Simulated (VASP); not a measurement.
# Al (Fm-3m) in VASP: further runs

The runs below take Al through relaxation of cell and atoms, vibrations by finite differences, with PBE.

All numbers are computed with VASP 6.6.1; they aren't measurements. Logs are shortened: lines on timing, memory, paths and dates and some standing lists are left out, and cuts for length are marked.

## Step 1: Starting point

Symmetry: Fm-3m, No. 225, cubic system. Conventional cell: a = 4.050 Å, b = 4.050 Å, c = 4.050 Å, α = 90.00°, β = 90.00°, γ = 90.00°. Al (site symmetry m-3m) is surrounded by 12 Al at 2.86 Å.

## Step 2: Relaxation of cell and atoms, PBE

INCAR

```
PREC = Accurate ; ENCUT = 700
EDIFF = 1E-7 ; ISMEAR = 0
SIGMA = 0.1 ; LREAL = F
LASPH = T ; NELM = 80
ALGO = Normal ; ISIF = 3
LWAVE = F ; LCHARG = F
GGA = PE ; IBRION = 2
NSW = 80 ; EDIFFG = -0.002
```

KPOINTS

```
Automatic mesh
0
Gamma
  18 18 18
```

POSCAR

```
Al
1.0
    0.0000000000      2.0248050000      2.0248050000
    2.0248050000      0.0000000000      2.0248050000
    2.0248050000      2.0248050000      0.0000000000
Al
1
Direct
    0.0000000000      0.0000000000      0.0000000000
```

Potentials or basis: VASP PAW PBE potentials, release 64 (Al).

Command:

```bash
$ cat potpaw_PBE.64/Al/POTCAR > POTCAR
$ mpirun -np 1 vasp_std > vasp.out
```

OUTCAR:

```text
PREC = Accurate
   ENCUT = 700
   EDIFF = 1E-7
   ISMEAR = 0
   LREAL = F
   LASPH = T
   NELM = 80
   ISIF = 3
   GGA = PE
   IBRION = 2
   NSW = 80
   EDIFFG = -0.002

 ion  position               nearest neighbor table
   1  0.000  0.000  0.000-

  LATTYP: Found a face centered cubic cell.
 ALAT       =     4.0496100000

  Lattice vectors:

 A1 = (   0.0000000000,   2.0248050000,   2.0248050000)
 A2 = (   2.0248050000,   0.0000000000,   2.0248050000)
 A3 = (   2.0248050000,   2.0248050000,   0.0000000000)

Analysis of symmetry for initial positions (statically):
=====================================================================
 Subroutine PRICEL returns:
 Original cell was already a primitive cell.

 Routine SETGRP: Setting up the symmetry group for a
 face centered cubic supercell.

 Subroutine GETGRP returns: Found 48 space group operations
 (whereof 48 operations were pure point group operations)
 out of a pool of 48 trial point group operations.

The static configuration has the point symmetry O_h .

Analysis of symmetry for dynamics (positions and initial velocities):
=====================================================================
 Subroutine PRICEL returns:
 Original cell was already a primitive cell.

 Routine SETGRP: Setting up the symmetry group for a
 face centered cubic supercell.

 Subroutine GETGRP returns: Found 48 space group operations
 (whereof 48 operations were pure point group operations)
 out of a pool of 48 trial point group operations.

The dynamic configuration has the point symmetry O_h .

 Subroutine INISYM returns: Found 48 space group operations
 (whereof 48 operations are pure point group operations),
 and found     1 'primitive' translations

----------------------------------------------------------------------------------------

                                     Primitive cell

  volume of cell :      16.6027

  direct lattice vectors                    reciprocal lattice vectors
     0.000000000  2.024805000  2.024805000    -0.246937359  0.246937359  0.246937359
     2.024805000  0.000000000  2.024805000     0.246937359 -0.246937359  0.246937359
     2.024805000  2.024805000  0.000000000     0.246937359  0.246937359 -0.246937359

  length of vectors
     2.863506692  2.863506692  2.863506692     0.427708053  0.427708053  0.427708053

  position of ions in fractional coordinates (direct lattice)
     0.000000000  0.000000000  0.000000000

  ion indices of the primitive-cell ions
   primitive index   ion index
                 1           1

----------------------------------------------------------------------------------------

 KPOINTS: Automatic mesh

Automatic generation of k-mesh.
 Grid dimensions read from file:
 generate k-points for:   18   18   18

 Generating k-lattice:

  Cartesian coordinates                     Fractional coordinates (reciprocal lattice)
    -0.013718742  0.013718742  0.013718742     0.055555556  0.000000000  0.000000000
     0.013718742 -0.013718742  0.013718742     0.000000000  0.055555556  0.000000000
     0.013718742  0.013718742 -0.013718742     0.000000000  0.000000000  0.055555556

  Length of vectors
     0.023761558  0.023761558  0.023761558

  Shift w.r.t. Gamma in fractional coordinates (k-lattice)
     0.000000000  0.000000000  0.000000000

 Subroutine IBZKPT returns following result:
 ===========================================

 Found    195 irreducible k-points:

 Following reciprocal coordinates:
            Coordinates               Weight
  0.000000  0.000000  0.000000      1.000000
  0.055556  0.000000  0.000000      8.000000
  0.111111  0.000000  0.000000      8.000000
  0.166667  0.000000  0.000000      8.000000
  0.222222  0.000000  0.000000      8.000000
  0.277778  0.000000  0.000000      8.000000
[... 16 lines left out ...]
 -0.277778  0.055556  0.000000     24.000000
 -0.222222  0.055556  0.000000     24.000000
 [... further k-points ...]
   k-points           NKPTS =    195   k-points in BZ     NKDIM =    195   number of bands    NBANDS=      5
   number of dos      NEDOS =    301   number of ions     NIONS =      1
   total plane-waves  NPLWV =  21952
   dimension x,y,z NGX =    28 NGY =   28 NGZ =   28
   dimension x,y,z NGXF=    56 NGYF=   56 NGZF=   56
   ions per type =               1
   NGX,Y,Z   is equivalent  to a cutoff of  16.26, 16.26, 16.26 a.u.
   NGXF,Y,Z  is equivalent  to a cutoff of  32.51, 32.51, 32.51 a.u.
 SYSTEM =  unknown system
   PREC   = accura    normal or accurate (medium, high low for compatibility)
   ISTART =      0    job   : 0-new  1-cont  2-samecut
   ICHARG =      2    charge: 1-file 2-atom 10-const
   ISPIN  =      1    spin polarized calculation?
   LNONCOLLINEAR =      F non collinear calculations
   LSORBIT =      F    spin-orbit coupling
   LASPH  =      T    aspherical Exc in radial PAW
   ENCUT  =  700.0 eV  51.45 Ry    7.17 a.u.   6.18  6.18  6.18*2*pi/ulx,y,z
   NELM   =     80;   NELMIN=  2; NELMDL= -5     # of ELM steps
   EDIFF  = 0.1E-06   stopping-criterion for ELM
   LREAL  =      F    real-space projection
   EDIFFG = -.2E-02   stopping-criterion for IOM
   NSW    =     80    number of steps for IOM
   IBRION =      2    ionic relax: 0-MD 1-quasi-New 2-CG
   NFREE  =      1    steps in history (QN), initial steepest desc. (CG)
   ISIF   =      3    stress and relaxation
   ISYM   =      2    0-nonsym 1-usesym 2-fastsym
   POTIM  = 0.5000    time-step for ionic-motion
   TEBEG  =    0.0;   TEEND  =   0.0 temperature during run
   PSTRESS=    0.0 pullay stress
   NELECT =       3.0000    total number of electrons
   NUPDOWN=      -1.0000    fix difference up-down
   EMIN   =  10.00;   EMAX   =-10.00  energy-range for DOS
   EFERMI =   0.00;   METHOD = LEGACY
   ISMEAR =     0;   SIGMA  =   0.10  broadening in eV -4-tet -1-fermi 0-gaus
   EFERMI_NEDOS =   21; number of points for ismear=-14 and -15
   IALGO  =     38    algorithm
   IMIX   =      4    mixing-type and parameters
     AMIX     =   0.40;   BMIX     =  1.00
     AMIX_MAG =   1.60;   BMIX_MAG =  1.00
  volume/ion in A,a.u.               =      16.60       112.04
  Fermi-wavevector in a.u.,A,eV,Ry     =   0.925526  1.748991 11.654733  0.856599
  Thomas-Fermi vector in A             =   2.051390
   LORBIT       =      0    0 simple, 1 ext, 2 COOP (PROOUT), +10 PAW based schemes
   GGA     = PE    functional components
   LHFCALC =     F    Hartree Fock is set to
   AEXX    =    0.0000 exact exchange contribution
   IVDW    =     0    specifies the selected vdW correction
   LEPSILON=     F    determine dielectric tensor
   LRPA    =     F    only Hartree local field effects (RPA)
 conjugate gradient relaxation of ions
 non-spin polarized calculation
 Gauss-broadening in eV      SIGMA  =   0.10
  energy-cutoff  :      700.00
  volume of cell :       16.60
 maximum number of plane-waves:       725
 NGX is ok and might be reduce to    28
   NGX = 13   NGY = 13   NGZ = 13

--------------------------------------- Ionic step        1  -------------------------------------------

 number of electron       3.0000000 magnetization

 Free energy of the ion-electron system (eV)
  ---------------------------------------------------
  ext. energy  EPLUGINS =         0.00000000
  ---------------------------------------------------
  free energy    TOTEN  =        -3.74452490 eV

  energy without entropy =       -3.74164653  energy(sigma->0) =       -3.74308572

------------------------ aborting loop because EDIFF is reached ----------------------------------------

  FORCE on cell =-STRESS in cart. coord.  units (eV):
  Direction    XX          YY          ZZ          XY          YZ          ZX
  --------------------------------------------------------------------------------------
  -------------------------------------------------------------------------------------
  Total       -0.0515975     -0.0515975     -0.0515975      0.0000000     -0.0000000     -0.0000000
  in kB       -4.9792053     -4.9792053     -4.9792053      0.0000000     -0.0000000     -0.0000000
  external PRESSURE =      -4.9792053 kB  Pullay stress =       0.0000000 kB
[... 55 lines left out ...]
  energy  without entropy=       -3.7417617417  energy(sigma->0) =       -3.74322812

--------------------------------------- Ionic step        3  -------------------------------------------

 number of electron       3.0000000 magnetization

 Free energy of the ion-electron system (eV)
  ---------------------------------------------------
  ext. energy  EPLUGINS =         0.00000000
  ---------------------------------------------------
  free energy    TOTEN  =        -3.74469731 eV

  energy without entropy =       -3.74177005  energy(sigma->0) =       -3.74323368

 E-fermi :   7.9955     XC(G=0): -10.1981

 val. band max:        7.9889500890   @ k =  -0.2778   0.2778   0.0556
 cond. band min:       7.9960672239   @ k =  -0.2778   0.5000   0.2222
 fundamental gap:      0.0071171349
 Fermi energy:         7.9955383261

 k-point     1 :       0.0000    0.0000    0.0000
  band No.  band energies     occupation
      1      -3.1329      2.00000
      2      20.6258      0.00000
      3      20.6258      0.00000
      4      20.6258      0.00000
      5      22.1208      0.00000

 k-point     2 :       0.0556    0.0000    0.0000
  band No.  band energies     occupation
      1      -3.0490      2.00000
      2      19.1083      0.00000
      3      20.3141      0.00000
      4      20.3141      0.00000
      5      22.5633      0.00000
[... 169 lines left out ...]
 k-point    24 :      -0.2222    0.0556    0.0000
  band No.  band energies     occupation
      1      -1.4913      2.00000
      2      11.8461      0.00000
      3      17.2916      0.00000
      4      20.1439      0.00000
      5      21.8898      0.00000

 [... further k-points ...]

------------------------ aborting loop because EDIFF is reached ----------------------------------------

  FORCE on cell =-STRESS in cart. coord.  units (eV):
  Direction    XX          YY          ZZ          XY          YZ          ZX
  --------------------------------------------------------------------------------------
  -------------------------------------------------------------------------------------
  Total        0.0001562      0.0001562      0.0001562     -0.0000000      0.0000000      0.0000000
  in kB        0.0151749      0.0151749      0.0151749     -0.0000000      0.0000000      0.0000000
  external PRESSURE =       0.0151749 kB  Pullay stress =       0.0000000 kB
[... 16 lines left out ...]
  FREE ENERGIE OF THE ION-ELECTRON SYSTEM (eV)
  ---------------------------------------------------
  free  energy   TOTEN  =        -3.7446973056 eV

  energy  without entropy=       -3.7417700520  energy(sigma->0) =       -3.74323368

 reached required accuracy - stopping structural energy minimisation
```

Wall time 39 s (1 thread of AMD EPYC 7R13 (Zen 3), shared host); peak memory 0.14 GiB.

What came out:

* Free energy: -3.7447 eV
* Relaxed volume: 16.49 Å³/atom
* Relaxed cell: a = 2.857 Å, b = 2.857 Å, c = 2.857 Å, α = 60.00°, β = 60.00°, γ = 60.00°
* Space group after relaxing (to 0.05 Å): Fm-3m (No. 225)
* Energy gained by relaxing: 0.2 meV/atom
* Ionic steps: 3
* Pressure after relaxing: 0.0 GPa
* Band gap on the k mesh: none (metal or under the smearing width)

Step by step:
```
step  energy change (eV)  largest force (eV/Å)  pressure (GPa)  volume (Å³)
   1              0.0000                0.0000           -0.50        16.60
   2             -0.0002                0.0000            0.07        16.48
   3             -0.0002                0.0000            0.00        16.49
```

Final structure:
```
CELL_PARAMETERS angstrom
0.00000 2.02034 2.02034
2.02034 0.00000 2.02034
2.02034 2.02034 0.00000
ATOMIC_POSITIONS crystal
Al 0.00000 0.00000 0.00000
```

Levels at points of the mesh, in eV from the Fermi level:
```
           k point  band 1  band 2  band 3  band 4  band 5
(0.00, 0.00, 0.00)  -11.13   12.63   12.63   12.63   14.13
(0.50, 0.00, 0.00)   -4.59   -4.37   11.42   11.42   11.47
(0.50, 0.50, 0.00)   -2.92   -1.59    5.27    5.61    5.61
```

## Step 3: Relaxation of cell and atoms, PBE

This run uses another cell than the first one, of 16.49 Å³/atom, 0.993 times its volume.

INCAR is that of step 2.

KPOINTS is that of step 2.

POSCAR

```
Al                                      
1.0
    0.0000000000      2.0203408507      2.0203408507
    2.0203408507     -0.0000000000      2.0203408507
    2.0203408507      2.0203408507      0.0000000000
  Al            
     1
Direct
     0.0000000000000000    0.0000000000000000    0.0000000000000000
```

Potentials or basis: VASP PAW PBE potentials, release 64 (Al).

Command:

```bash
$ cat potpaw_PBE.64/Al/POTCAR > POTCAR
$ mpirun -np 1 vasp_std > vasp.out
```

OUTCAR:

```text
PREC = Accurate
   ENCUT = 700
   EDIFF = 1E-7
   ISMEAR = 0
   LREAL = F
   LASPH = T
   NELM = 80
   ISIF = 3
   GGA = PE
   IBRION = 2
   NSW = 80
   EDIFFG = -0.002

 ion  position               nearest neighbor table
   1  0.000  0.000  0.000-

  LATTYP: Found a face centered cubic cell.
 ALAT       =     4.0406817014

  Lattice vectors:

 A1 = (   0.0000000000,   2.0203408507,   2.0203408507)
 A2 = (   2.0203408507,   0.0000000000,   2.0203408507)
 A3 = (   2.0203408507,   2.0203408507,   0.0000000000)

Analysis of symmetry for initial positions (statically):
=====================================================================
 Subroutine PRICEL returns:
 Original cell was already a primitive cell.

 Routine SETGRP: Setting up the symmetry group for a
 face centered cubic supercell.

 Subroutine GETGRP returns: Found 48 space group operations
 (whereof 48 operations were pure point group operations)
 out of a pool of 48 trial point group operations.

The static configuration has the point symmetry O_h .

Analysis of symmetry for dynamics (positions and initial velocities):
=====================================================================
 Subroutine PRICEL returns:
 Original cell was already a primitive cell.

 Routine SETGRP: Setting up the symmetry group for a
 face centered cubic supercell.

 Subroutine GETGRP returns: Found 48 space group operations
 (whereof 48 operations were pure point group operations)
 out of a pool of 48 trial point group operations.

The dynamic configuration has the point symmetry O_h .

 Subroutine INISYM returns: Found 48 space group operations
 (whereof 48 operations are pure point group operations),
 and found     1 'primitive' translations

----------------------------------------------------------------------------------------

[... 109 lines left out ...]
     AMIX     =   0.40;   BMIX     =  1.00
     AMIX_MAG =   1.60;   BMIX_MAG =  1.00
  volume/ion in A,a.u.               =      16.49       111.30
  Fermi-wavevector in a.u.,A,eV,Ry     =   0.927571  1.752855 11.706295  0.860388
  Thomas-Fermi vector in A             =   2.053655
   LORBIT       =      0    0 simple, 1 ext, 2 COOP (PROOUT), +10 PAW based schemes
   GGA     = PE    functional components
   LHFCALC =     F    Hartree Fock is set to
   AEXX    =    0.0000 exact exchange contribution
   IVDW    =     0    specifies the selected vdW correction
   LEPSILON=     F    determine dielectric tensor
   LRPA    =     F    only Hartree local field effects (RPA)
 conjugate gradient relaxation of ions
 non-spin polarized calculation
 Gauss-broadening in eV      SIGMA  =   0.10
  energy-cutoff  :      700.00
  volume of cell :       16.49
 maximum number of plane-waves:       703
 NGX is ok and might be reduce to    28
   NGX = 13   NGY = 13   NGZ = 13

 number of electron       3.0000000 magnetization

 Free energy of the ion-electron system (eV)
  ---------------------------------------------------
  ext. energy  EPLUGINS =         0.00000000
  ---------------------------------------------------
  free energy    TOTEN  =        -3.74469495 eV

  energy without entropy =       -3.74176769  energy(sigma->0) =       -3.74323132

 E-fermi :   7.9955     XC(G=0): -10.1981

 val. band max:        7.9889486580   @ k =  -0.2778   0.2778   0.0556
 cond. band min:       7.9960664976   @ k =  -0.2778   0.5000   0.2222
 fundamental gap:      0.0071178397
 Fermi energy:         7.9955379209

 k-point     1 :       0.0000    0.0000    0.0000
  band No.  band energies     occupation
      1      -3.1329      2.00000
      2      20.6258      0.00000
      3      20.6258      0.00000
      4      20.6258      0.00000
      5      22.1209      0.00000
[... 177 lines left out ...]
 k-point    24 :      -0.2222    0.0556    0.0000
  band No.  band energies     occupation
      1      -1.4913      2.00000
      2      11.8461      0.00000
      3      17.2916      0.00000
      4      20.1439      0.00000
      5      21.8898      0.00000

 [... further k-points ...]

------------------------ aborting loop because EDIFF is reached ----------------------------------------

  FORCE on cell =-STRESS in cart. coord.  units (eV):
  Direction    XX          YY          ZZ          XY          YZ          ZX
  --------------------------------------------------------------------------------------
  -------------------------------------------------------------------------------------
  Total        0.0001640      0.0001640      0.0001640      0.0000000      0.0000000      0.0000000
  in kB        0.0159306      0.0159306      0.0159306      0.0000000      0.0000000      0.0000000
  external PRESSURE =       0.0159306 kB  Pullay stress =       0.0000000 kB

 VOLUME and BASIS-vectors are now :
 -----------------------------------------------------------------------------
  energy-cutoff  :      700.00
  volume of cell :       16.49
      direct lattice vectors                 reciprocal lattice vectors
     0.000000000  2.020340851  2.020340851    -0.247482993  0.247482993  0.247482993
     2.020340851  0.000000000  2.020340851     0.247482993 -0.247482993  0.247482993
     2.020340851  2.020340851  0.000000000     0.247482993  0.247482993 -0.247482993

 POSITION                                       TOTAL-FORCE (eV/Angst)
 -----------------------------------------------------------------------------------
      0.00000      0.00000      0.00000        -0.000000     -0.000000     -0.000000
 -----------------------------------------------------------------------------------
    total drift:                                0.000000     -0.000000     -0.000000

  FREE ENERGIE OF THE ION-ELECTRON SYSTEM (eV)
  ---------------------------------------------------
  free  energy   TOTEN  =        -3.7446949513 eV

  energy  without entropy=       -3.7417676922  energy(sigma->0) =       -3.74323132

 reached required accuracy - stopping structural energy minimisation
```

It took 23 s on 1 thread of AMD EPYC 7R13 (Zen 3), shared host; peak memory 0.13 GiB.

What came out:

* Free energy: -3.7447 eV
* Pressure after relaxing: 0.0 GPa
* Band gap on the k mesh: none (metal or under the smearing width)

Final structure:
```
Al
1.0
     0.00000    2.02034    2.02034
     2.02034    0.00000    2.02034
     2.02034    2.02034    0.00000
Al
1
Direct
  0.00000 0.00000 0.00000
```

Caveat: the relaxation stopped at its first step, so nothing moved.

## Step 4: Vibrations by finite differences, PBE

This run uses another cell than the first one, of 16.49 Å³/atom, 0.993 times its volume.

INCAR

```
SYSTEM = Al
PREC = Accurate ; ENCUT = 700
EDIFF = 1E-8 ; ISMEAR = 0
SIGMA = 0.1 ; LREAL = .FALSE.
LASPH = .TRUE. ; NELM = 80
ALGO = Normal ; ISIF = 3
LWAVE = .FALSE. ; LCHARG = .FALSE.
GGA = PE ; IBRION = 6
NFREE = 2 ; POTIM = 0.015
NSW = 1
```

KPOINTS

```
Automatic mesh
0
G
  18 18 18
  0 0 0
```

Edit POSCAR of step 3 so:

```diff
@@ -3,3 +3,3 @@
     0.0000000000      2.0203408507      2.0203408507
-    2.0203408507     -0.0000000000      2.0203408507
+    2.0203408507      0.0000000000      2.0203408507
     2.0203408507      2.0203408507      0.0000000000
```

Command:

```bash
$ cat potpaw_PBE.64/Al/POTCAR > POTCAR
$ mpirun -np 1 vasp_std > vasp.out
```

It took 15 min on 1 thread of AMD EPYC 7R13 (Zen 3), shared host; peak memory 0.42 GiB.

It converged, with:

```
Elastic constants C11, C12, C44 : 85, 75, 6 GPa
Voigt bulk modulus              : 78 GPa
```

Elastic tensor in Voigt notation (GPa, in the Cartesian axes of the cell as first typed):
```
85 75 75  0  0  0
75 85 75  0  0  0
75 75 85  0  0  0
 0  0  0  6  0  0
 0  0  0  0  6  0
 0  0  0  0  0  6
```

Clamped-ion elastic tensor (GPa):
```
85 75 75  0  0  0
75 85 75  0  0  0
75 75 85  0  0  0
 0  0  0  6  0  0
 0  0  0  0  6  0
 0  0  0  0  0  6
```
